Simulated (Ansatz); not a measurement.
Crystal: GaAs.

```xyz
2
Lattice="0.0000 2.8268 2.8268 2.8268 0.0000 2.8268 2.8268 2.8268 0.0000" Properties=species:S:1:pos:R:3 pbc="T T T"
As    4.2403    4.2403    4.2403
Ga    0.0000    0.0000    0.0000
```

Base run:

```yaml
Program: Ansatz 0.2.0
Functional: PBE
Potentials_or_basis: Ansatz PAW
Cutoff: 600 eV
Density_cutoff: 2400 eV
k_mesh: 8 × 8 × 8
Occupations: fermi-dirac, width 0.05 eV
Spin: no spin polarisation
```

Its results: band gap on the k mesh 0.52 eV, direct; pressure 3.3 GPa.

After a change of settings the same cell gave: band gap on the k mesh 0.28 eV, direct; pressure -2.0 GPa. Which change was it?
A. cutoff from 600 eV to 420 eV (not typed: the program's choice for these potentials); spin from no spin polarisation to spin-orbit coupling, no magnetisation; potential files from those of the base run to others of the same set
B. functional from PBE to r2SCAN50; cutoff from 600 eV to 500 eV (not typed: the program's choice for these potentials); k mesh from 8 × 8 × 8 to 5 × 5 × 5
C. potentials or basis from Ansatz PAW to Ansatz NC; cutoff from 600 eV to 1143 eV (not typed: the program's choice for these potentials)
D. functional from PBE to SVWN5; cutoff from 600 eV to 420 eV (not typed: the program's choice for these potentials)

D.

SVWN5 binds more tightly than PBE, so the same cell stands under less pressure.

Caveats: the PAW data sets come from PBE, with cores solved anew for the run's functional, which leaves a small shift of forces and pressure (some runs).
